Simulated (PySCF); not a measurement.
Compound: cyclobutene, C₄H₆.
Geometry (PBE0-D3(BJ)/def2-SVP, Å), atoms numbered from 1 in this order:
```
atom  x, y, z in Å
C1     1.062    0.373   -0.243
C2    -0.022    1.134   -0.024
C3    -0.935   -0.044    0.212
C4     0.322   -0.928   -0.042
H5     2.105    0.598   -0.481
H6    -0.195    2.214   -0.016
H7    -1.364   -0.125    1.225
H8    -1.751   -0.175   -0.519
H9     0.258   -1.585   -0.925
H10    0.644   -1.537    0.819
```

Computed with PySCF at wB97X-D/def2-SVPD, non-relativistic, on one gas-phase PBE0-D3(BJ)/def2-SVP geometry that isn't relaxed in the solvent. The solvent is an IEF-PCM continuum (cavity from Bondi-type radii × 1.2), and excitations are vertical TDDFT with non-equilibrium linear response and a frozen core. Only the electrostatic response of the medium enters.

Gas-phase singlets (H = HOMO, L = LUMO):

| state | E (eV) | λ (nm) | f | leading configuration |
| --- | --- | --- | --- | --- |
| S1 | 7.187 | 173 | 0.223 | H→L 96% |
| S2 | 7.327 | 169 | 0.012 | H→L+1 89% |
| S3 | 7.653 | 162 | 0.002 | H-1→L 95% |
| S4 | 7.937 | 156 | 0.031 | H→L+3 84% |
| S5 | 7.947 | 156 | 0.000 | H→L+2 95% |

**Question.** How does the list change in chloroform (ε = 4.711)?

**Answer.** 
| state | E (eV) | λ (nm) | f | leading configuration | change by rank (eV) |
| --- | --- | --- | --- | --- | --- |
| S1 | 7.040 | 176 | 0.296 | H→L 96% | -0.147 |
| S2 | 7.299 | 170 | 0.020 | H→L+1 91% | -0.028 |
| S3 | 7.594 | 163 | 0.002 | H-1→L 96% | -0.059 |
| S4 | 7.976 | 155 | 0.001 | H-2→L 90% | +0.039 |
| S5 | 7.976 | 155 | 0.038 | H→L+3 85% | +0.029 |

**Question.** What are the lowest 5 singlets in acetonitrile (ε = 35.69)?

**Answer.** 
```
state  E (eV)  λ (nm)      f  leading configuration  change by rank (eV)
   S1   7.069     175  0.281                H→L 96%               -0.118
   S2   7.311     170  0.021              H→L+1 91%               -0.016
   S3   7.577     164  0.002              H-1→L 97%               -0.076
   S4   7.957     156  0.000              H-2→L 95%               +0.020
   S5   8.007     155  0.037              H→L+3 88%               +0.060
```

**Question.** The ground-state energy changes by -0.050 eV from gas to acetonitrile. By how much does the total energy of gas-phase S1 change?

**Answer.** E(S1) = E(S0) + excitation energy, so it changes by -0.050 − 0.118 = -0.168 eV: it is lowered more than the ground state, which is what a red shift means. This is the vertical state, with the slow part of the continuum still set for S0.

**Question.** How do the frontier levels move from gas to acetonitrile?

**Answer.** 
```tsv
orbital	gas (eV)	solvent (eV)	change (eV)	Löwdin shares, gas	Löwdin shares, solvent
LUMO+2	3.06	3.16	+0.10	C4 13 %, C3 13 %, H10 10 %, H8 10 %	C3 13 %, C4 13 %, C2 10 %, C1 10 %
LUMO+1	2.73	2.78	+0.05	C2 16 %, C1 16 %, C3 14 %, C4 14 %	C1 20 %, C2 20 %, C4 13 %, C3 13 %
LUMO	2.26	2.26	0.00	C2 36 %, C1 36 %, H6 6 %, H5 6 %	C2 36 %, C1 36 %, H6 6 %, H5 6 %
HOMO	-9.00	-9.01	-0.01	C2 34 %, C1 34 %, C4 8 %, C3 8 %	C2 34 %, C1 34 %, C4 8 %, C3 8 %
HOMO-1	-10.94	-10.87	+0.07	C1 19 %, C2 19 %, C3 19 %, C4 19 %	C1 19 %, C2 19 %, C3 19 %, C4 19 %
HOMO-2	-11.22	-11.15	+0.07	C4 29 %, C3 29 %, C2 10 %, C1 10 %	C4 29 %, C3 29 %, C2 10 %, C1 10 %
HOMO-3	-11.99	-11.89	+0.10	C4 26 %, C3 26 %, H10 10 %, H8 10 %	C4 26 %, C3 26 %, H7 10 %, H9 10 %
```

The HOMO–LUMO gap goes from 11.26 to 11.27 eV. Rows go by rank; for HOMO-3, LUMO+1 and LUMO+2 the atom shares or the degeneracy differ between the runs, so the row needn't follow one orbital.

On one thread, Arm Neoverse V2 (shared host), this took 6.0 s wall. This is the whole response run at wB97X-D/def2-SVPD in acetonitrile, SCF included.

Note: wB97X-D ran without an empirical dispersion term, which enters the total energy and its gradient alone.
